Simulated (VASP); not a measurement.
# H2C18N in VASP: further runs

Runs on H2C18N. Level: LDA. Tasks: single point.

All numbers are computed with VASP 6.6.1; they aren't measurements. Logs are shortened: lines on timing, memory, paths and dates and some standing lists are left out, and cuts for length are marked.

**1. Starting point**

The cell holds a slab with vacuum, 21 atoms: a = 7.398 Å, b = 7.398 Å, c = 12.000 Å, α = 90.00°, β = 90.00°, γ = 120.00°.

The cell was built by a generator and needn't be a form met in nature.

**2. Single point, LDA, collinear spin, typed start**

Input file INCAR:

```
SYSTEM = H2C18N
PREC = Accurate
ENCUT = 520
EDIFF = 1E-6
ISMEAR = 0
SIGMA = 0.02
LREAL = Auto
LASPH = .TRUE.
NELM = 150
ALGO = Fast
ISIF = 2
LWAVE = .FALSE.
LCHARG = .TRUE.
ISPIN = 2
MAGMOM = 0 0 0 0 0 0 0 0 0 0 0 0 0 0 0 0 0 0 1 0 0
LORBIT = 11
GGA = CA
LELF = .TRUE.
LVHAR = .TRUE.
NBANDS = 60
```

Input file KPOINTS:

```
Automatic mesh
0
G
  2 2 1
  0 0 0
```

Input file POSCAR:

```
H2C18N
1.0
    7.3980000000      0.0000000000      0.0000000000
   -3.6990000000      6.4068560000      0.0000000000
    0.0000000000      0.0000000000     12.0000000000
C N H
18 1 2
Direct
   -0.0145484747     -0.0005233459      0.0813772676
    0.2125207405      0.1119563968      0.1039258454
   -0.0087792009      0.3352589169      0.0740269778
    0.2140130232      0.4446702935      0.0717642016
   -0.0078348824      0.6673222264      0.0811206838
    0.2152116002      0.7781109828      0.0752005252
    0.3285623150     -0.0009028425      0.0798411355
    0.5439925307      0.1057753996      0.0787542425
    0.3206180977      0.3378513117      0.0825399241
    0.5433787456      0.4503705075      0.1029877358
    0.3253668343      0.6688743612      0.0710682249
    0.5473731197      0.7792994202      0.0712333719
    0.6571115010     -0.0003758915      0.0710652154
    0.8790480493      0.1102292231      0.0749327428
    0.6613528282      0.3309335266      0.1036790263
    0.8863887866      0.4472362646      0.0813426682
    0.6597031999      0.6726941403      0.0799260495
    0.8784332640      0.7784987697      0.0810763664
    0.5966897417      0.3819580297      0.2085310293
    0.2221779579      0.1128199164      0.1982692738
    0.7236699727      0.5086833329      0.2440041022
```

Potentials or basis: VASP PAW LDA potentials, release 64 (C, N, H).

Command:

```sh
$ cat potpaw_LDA.64/C/POTCAR potpaw_LDA.64/N/POTCAR potpaw_LDA.64/H/POTCAR > POTCAR
$ mpirun -np 1 vasp_std > vasp.out
```

OUTCAR:

```text
SYSTEM = H2C18N
   PREC = Accurate
   ENCUT = 520
   EDIFF = 1E-6
   ISMEAR = 0
   LREAL = Auto
   LASPH = .TRUE.
   NELM = 150
   ISIF = 2
   ISPIN = 2
   LORBIT = 11
   GGA = CA

 ion  position               nearest neighbor table
   1  0.985  0.999  0.081-  14 1.39  18 1.42   2 1.48
   2  0.213  0.112  0.104-  20 1.13   9 1.47   1 1.48   7 1.49
   3  0.991  0.335  0.074-  16 1.39   4 1.43  14 1.44
   4  0.214  0.445  0.072-   9 1.37   3 1.43  11 1.44
   5  0.992  0.667  0.081-  16 1.41   6 1.43  18 1.44
   6  0.215  0.778  0.075-  11 1.41   7 1.42   5 1.43
   7  0.329  0.999  0.080-   8 1.38   6 1.42   2 1.49
   8  0.544  0.106  0.079-   7 1.38  13 1.41  15 1.47
   9  0.321  0.338  0.083-   4 1.37  10 1.45   2 1.47
  10  0.543  0.450  0.103-   9 1.45  17 1.45  19 1.49  15 1.52
  11  0.325  0.669  0.071-   6 1.41  12 1.42   4 1.44
  12  0.547  0.779  0.071-  17 1.41  13 1.41  11 1.42
  13  0.657  1.000  0.071-   8 1.41  12 1.41  14 1.42
  14  0.879  0.110  0.075-   1 1.39  13 1.42   3 1.44
  15  0.661  0.331  0.104-  19 1.46  16 1.47   8 1.47  10 1.52
  16  0.886  0.447  0.081-   3 1.39   5 1.41  15 1.47
  17  0.660  0.673  0.080-  18 1.40  12 1.41  10 1.45
  18  0.878  0.778  0.081-  17 1.40   1 1.42   5 1.44
  19  0.597  0.382  0.209-  21 1.03  15 1.46  10 1.49
  20  0.222  0.113  0.198-   2 1.13
  21  0.724  0.509  0.244-  19 1.03

  LATTYP: Found a hexagonal cell.
 ALAT       =     7.3980000000
 C/A-ratio  =     1.6220600162

  Lattice vectors:

 A1 = (   7.3980000000,   0.0000000000,   0.0000000000)
 A2 = (  -3.6990000000,   6.4068560000,   0.0000000000)
 A3 = (   0.0000000000,   0.0000000000,  12.0000000000)

Analysis of symmetry for initial positions (statically):
=====================================================================
 Subroutine PRICEL returns:
 Original cell was already a primitive cell.

 Routine SETGRP: Setting up the symmetry group for a
 hexagonal supercell.

 Subroutine GETGRP returns: Found  1 space group operations
 (whereof  1 operations were pure point group operations)
 out of a pool of 24 trial point group operations.

The static configuration has the point symmetry C_1 .

Analysis of symmetry for dynamics (positions and initial velocities):
=====================================================================
 Subroutine PRICEL returns:
 Original cell was already a primitive cell.

 Routine SETGRP: Setting up the symmetry group for a
 hexagonal supercell.

[... 181 lines left out ...]
  ext. energy  EPLUGINS =         0.00000000
  ---------------------------------------------------
  free energy    TOTEN  =      -194.18597713 eV

  energy without entropy =     -194.18597713  energy(sigma->0) =     -194.18597713

 E-fermi :  -1.5053     XC(G=0):  -3.9701

 val. band max:       -1.5938275066   @ k =   0.5000   0.5000   0.0000
 cond. band min:      -1.4157803323   @ k =   0.0000   0.5000   0.0000
 fundamental gap:      0.1780471744
 Fermi energy:        -1.5053078061

 spin component 1

 k-point     1 :       0.0000    0.0000    0.0000
  band No.  band energies     occupation
      1     -22.8386      1.00000
      2     -20.5398      1.00000
      3     -18.6566      1.00000
      4     -18.6086      1.00000
      5     -18.5225      1.00000
      6     -18.5011      1.00000
[... 205 lines left out ...]
     50       3.9434      0.00000
     51       4.2283      0.00000
 Fermi energy:        -1.5053078061

 spin component 2

 k-point     1 :       0.0000    0.0000    0.0000
  band No.  band energies     occupation
      1     -22.8386      1.00000
      2     -20.5398      1.00000
      3     -18.6566      1.00000
      4     -18.6086      1.00000
      5     -18.5225      1.00000
      6     -18.5011      1.00000
[... 205 lines left out ...]
     50       3.9434      0.00000
     51       4.2283      0.00000
 [bands above 51 left out]

------------------------ aborting loop because EDIFF is reached ----------------------------------------

  FORCE on cell =-STRESS in cart. coord.  units (eV):
  Direction    XX          YY          ZZ          XY          YZ          ZX
  --------------------------------------------------------------------------------------
  -------------------------------------------------------------------------------------
  Total       -3.1197713     -0.6805042      0.1863683      0.9215174      0.0460787      0.0184756
  in kB       -8.7880559     -1.9169062      0.5249792      2.5958142      0.1297987      0.0520438
  external PRESSURE =      -3.3933276 kB  Pullay stress =       0.0000000 kB

 VOLUME and BASIS-vectors are now :
 -----------------------------------------------------------------------------
  energy-cutoff  :      520.00
  volume of cell :      568.78
      direct lattice vectors                 reciprocal lattice vectors
     7.398000000  0.000000000  0.000000000     0.135171668  0.078041398  0.000000000
    -3.699000000  6.406856000  0.000000000     0.000000000  0.156082796  0.000000000
     0.000000000  0.000000000 12.000000000     0.000000000  0.000000000  0.083333333

 POSITION                                       TOTAL-FORCE (eV/Angst)
 -----------------------------------------------------------------------------------
      3.59331      6.40350      0.97653        -0.002866      0.004703     -0.002843
      1.15810      0.71729      1.24711         0.001426     -0.002548     -0.023048
      6.09293      2.14796      0.88832         0.004078     -0.000493     -0.009493
     -0.06157      2.84894      0.86117         0.011397     -0.005452     -0.004375
      4.87161      4.27544      0.97345        -0.011950      0.011910      0.000507
     -1.28610      4.98525      0.90241        -0.008384     -0.007749     -0.006806
[... 13 lines left out ...]
      1.22635      0.72282      2.37923         0.002881     -0.001270      0.054866
      3.47209      3.25906      2.92805         0.021035      0.036677      0.051210
 -----------------------------------------------------------------------------------
    total drift:                               -0.015839      0.003656      0.036765

  FREE ENERGIE OF THE ION-ELECTRON SYSTEM (eV)
  ---------------------------------------------------
  free  energy   TOTEN  =      -194.1859771333 eV

  energy  without entropy=     -194.1859771333  energy(sigma->0) =     -194.18597713

 total charge

# of ion       s       p       d       tot
------------------------------------------
    1        0.857   1.776   0.000   2.632
    2        0.829   1.822   0.000   2.651
    3        0.852   1.805   0.000   2.657
    4        0.857   1.813   0.000   2.670
    5        0.848   1.793   0.000   2.640
    6        0.855   1.799   0.000   2.654
[... 13 lines left out ...]
   20        0.570   0.042   0.000   0.612
   21        0.621   0.081   0.000   0.702
--------------------------------------------------
tot         17.751  35.088   0.000  52.839

 magnetization (x)

# of ion       s       p       d       tot
------------------------------------------
    1        0.000   0.000   0.000   0.000
    2       -0.000   0.000   0.000   0.000
    3        0.000  -0.000   0.000   0.000
    4        0.000   0.000   0.000   0.000
    5        0.000   0.000   0.000   0.000
    6        0.000   0.000   0.000   0.000
[... 13 lines left out ...]
   20       -0.000   0.000   0.000  -0.000
   21       -0.000   0.000   0.000  -0.000
--------------------------------------------------
tot          0.000   0.000   0.000   0.000
```

It took 6.7 min on 1 thread of AMD EPYC 9R14 (Zen 4), shared host; peak memory 0.57 GiB.

What came out:

```
Free energy                                           : -194.1860 eV
Largest force                                         : 0.154 eV/Å
Band gap on the k mesh                                : none (metal or under the smearing width)
Net moment                                            : 0.00 μB per cell
Valence electrons inside the program's atomic spheres : C 2.63, 2.65, 2.66, 2.67, 2.64, 2.62, 2.60; N 3.82; H 0.61, 0.70
```

Forces in eV/Å, atoms in the order of the input:
```
C   -0.003  0.005 -0.003
C    0.001 -0.003 -0.023
C    0.004  0.000 -0.009
C    0.011 -0.005 -0.004
C   -0.012  0.012  0.001
C   -0.008 -0.008 -0.007
C   -0.008  0.008 -0.012
C    0.002  0.010 -0.009
C   -0.010  0.002 -0.021
C   -0.066  0.029 -0.053
C    0.002 -0.002 -0.005
C    0.004 -0.005 -0.002
C    0.007  0.003 -0.004
C    0.003 -0.001 -0.008
C    0.075 -0.053 -0.086
C   -0.005 -0.003 -0.005
C    0.001  0.002 -0.008
C   -0.002 -0.008  0.001
N   -0.020 -0.017  0.152
H    0.003 -0.001  0.055
H    0.021  0.037  0.051
```

Levels at points of the mesh, in eV from the Fermi level:
Spin up:
```tsv
k point	band 37	band 38	band 39	band 40	band 41	band 42
(0.00, 0.00, 0.00)	-2.97	-1.73	-1.06	-0.17	0.94	1.98
(0.50, 0.00, 0.00)	-2.66	-2.57	-2.19	0.10	1.76	2.29
(0.00, 0.50, 0.00)	-2.68	-2.47	-1.73	0.09	1.27	1.97
(0.50, 0.50, 0.00)	-2.81	-2.43	-1.31	-0.09	0.90	1.93
```
Spin down:
```
           k point  band 36  band 37  band 38  band 39  band 40  band 41  band 42  band 43
(0.00, 0.00, 0.00)    -3.16    -2.97    -1.73    -1.06    -0.17     0.94     1.98     2.96
(0.50, 0.00, 0.00)    -2.84    -2.66    -2.57    -2.19     0.10     1.76     2.29     2.32
(0.00, 0.50, 0.00)    -3.08    -2.68    -2.47    -1.73     0.09     1.27     1.97     2.35
(0.50, 0.50, 0.00)    -2.93    -2.81    -2.43    -1.31    -0.09     0.90     1.93     2.53
```

Caveat: the k mesh is coarse (spacing up to 0.49 Å⁻¹), so the values aren't converged.

**3. Single point, LDA, collinear spin, typed start**

Input file INCAR:

```
PREC = Accurate
ENCUT = 520
EDIFF = 1E-7
ISMEAR = 0
SIGMA = 0.02
LREAL = Auto
LASPH = T
NELM = 150
ALGO = Normal
ISIF = 2
LWAVE = F
LCHARG = F
ISPIN = 2
MAGMOM = 0 0 0 0 0 0 0 0 0 0 0 0 0 0 0 0 0 0 1 0 0
LORBIT = 11
GGA = CA
NBANDS = 60
```

Input file KPOINTS:

```
Automatic mesh
0
Gamma
  2 2 1
```

Input file POSCAR:

```
H2C18N
1.0
    7.3980000000      0.0000000000      0.0000000000
   -3.6990000000      6.4068560000      0.0000000000
    0.0000000000      0.0000000000     12.0000000000
C N H
18 1 2
Direct
    0.0153263790     -0.0024945262      0.0708776313
    0.2377856204      0.1093182811      0.0746652866
    0.0153339504      0.3305679814      0.0708773922
    0.2377882836      0.4412175540      0.0746828264
    0.0162211910      0.6644851972      0.0770048848
    0.2375845893      0.7751654644      0.0766170890
    0.3483207690     -0.0032771681      0.0767104615
    0.5717322543      0.1096085008      0.0749646996
    0.3460118499      0.3293795164      0.0810159238
    0.5712078262      0.4419579719      0.1172918154
    0.3483213894      0.6643459523      0.0767359986
    0.5717328042      0.7748669024      0.0750043423
    0.6825498040     -0.0023573055      0.0708477646
    0.9042311965      0.1084895430      0.0704584780
    0.6840236752      0.3292825919      0.0814518734
    0.9036405727      0.4414301484      0.0751976422
    0.6840128772      0.6674728282      0.0814917037
    0.9036301412      0.7749499082      0.0752220873
    0.5820901267      0.4473265031      0.2399801278
    0.5100332626      0.2988096515      0.2719242143
    0.5100110372      0.5237163037      0.2719771573
```

Potentials or basis: VASP PAW LDA potentials, release 64 (C, N, H).

Command:

```sh
$ cat potpaw_LDA.64/C/POTCAR potpaw_LDA.64/N/POTCAR potpaw_LDA.64/H/POTCAR > POTCAR
$ mpirun -np 1 vasp_std > vasp.out
```

Run time: 5.7 min. Hardware: 1 thread of Intel Xeon 6975P-C (Granite Rapids), shared host; peak memory 0.6 GiB.

It converged, with:

| Item | Value |
| --- | --- |
| Free energy | -196.1927 eV |
| Largest force | 0.052 eV/Å |
| Band gap on the k mesh | none (metal or under the smearing width) |
| Net moment | 0.00 μB per cell |
| Valence electrons inside the program's atomic spheres | C 2.63, 2.64, 2.65, 2.56; N 3.90; H 0.71 |

Forces on the atoms (eV/Å):
```
C    0.000  0.000  0.000
C    0.002 -0.007 -0.003
C    0.006  0.003 -0.004
C   -0.005  0.005 -0.004
C    0.002  0.001  0.003
C    0.002 -0.001 -0.001
C    0.000 -0.002  0.002
C   -0.002 -0.002 -0.010
C    0.017  0.011 -0.008
C    0.004  0.006 -0.042
C   -0.002  0.001  0.001
C   -0.005 -0.006 -0.003
C   -0.005  0.003 -0.003
C   -0.003 -0.004  0.003
C   -0.009  0.004 -0.012
C    0.005  0.002 -0.004
C    0.004 -0.010 -0.011
C   -0.002 -0.001 -0.004
N   -0.002 -0.002  0.052
H    0.018 -0.038  0.024
H   -0.026  0.037  0.025
```

Levels at points of the mesh, in eV from the Fermi level:
Spin up:
```
           k point  band 37  band 38  band 39  band 40  band 41  band 42  band 43  band 44
(0.00, 0.00, 0.00)    -2.24    -1.47     0.10     0.22     0.31     2.14     3.28     4.50
(0.50, 0.00, 0.00)    -2.38    -2.33    -1.44    -0.11     2.01     2.57     2.68     2.74
(0.00, 0.50, 0.00)    -2.40    -2.24    -1.48    -0.11     1.98     2.57     2.64     2.82
(0.50, 0.50, 0.00)    -2.40    -2.24    -1.48    -0.10     1.98     2.57     2.64     2.82
```
Spin down:
```csv
k point,band 36,band 37,band 38,band 39,band 40,band 41,band 42,band 43,band 44,band 45
"(0.00, 0.00, 0.00)",-2.78,-2.24,-1.47,0.10,0.22,0.31,2.14,3.28,4.50,4.89
"(0.50, 0.00, 0.00)",-2.51,-2.38,-2.33,-1.44,-0.11,2.01,2.57,2.68,2.74,3.98
"(0.00, 0.50, 0.00)",-2.44,-2.40,-2.24,-1.48,-0.11,1.98,2.57,2.64,2.82,4.12
"(0.50, 0.50, 0.00)",-2.44,-2.40,-2.24,-1.48,-0.10,1.98,2.57,2.64,2.82,4.12
```

Caveat: the k mesh is coarse (spacing up to 0.49 Å⁻¹), so the values aren't converged.
